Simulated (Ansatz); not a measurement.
Crystal: Al2Au.

```
Au Al
1.0
     0.00000    3.00000    3.00000
     3.00000    0.00000    3.00000
     3.00000    3.00000    0.00000
Au Al
1 2
Direct
  0.00000 0.00000 0.00000
  0.75000 0.75000 0.75000
  0.25000 0.25000 0.25000
```

Base run:

```yaml
Program: Ansatz 0.2.0
Functional: PBEsol
Potentials_or_basis: all-electron LAPW, scalar-relativistic
Cutoff: 228 eV
Density_cutoff: 913 eV
Basis_error_allowed: 0.002 eV/atom
k_mesh: 8 × 8 × 8
Occupations: fermi-dirac, width 0.05 eV
Spin: no spin polarisation
```

Its results: pressure 0.0 GPa.

After a change of settings the same cell gave: pressure 3.3 GPa. Which change was it?
A. functional from PBEsol to PBE
B. basis error allowed from 0.002 eV/atom to 0.001 eV/atom
C. functional from PBEsol to LDA
D. k mesh from 8 × 8 × 8 to 6 × 6 × 6

A.

PBE binds less tightly than PBEsol, so the same cell stands under more pressure.

Not every run made on this cell is shown here.
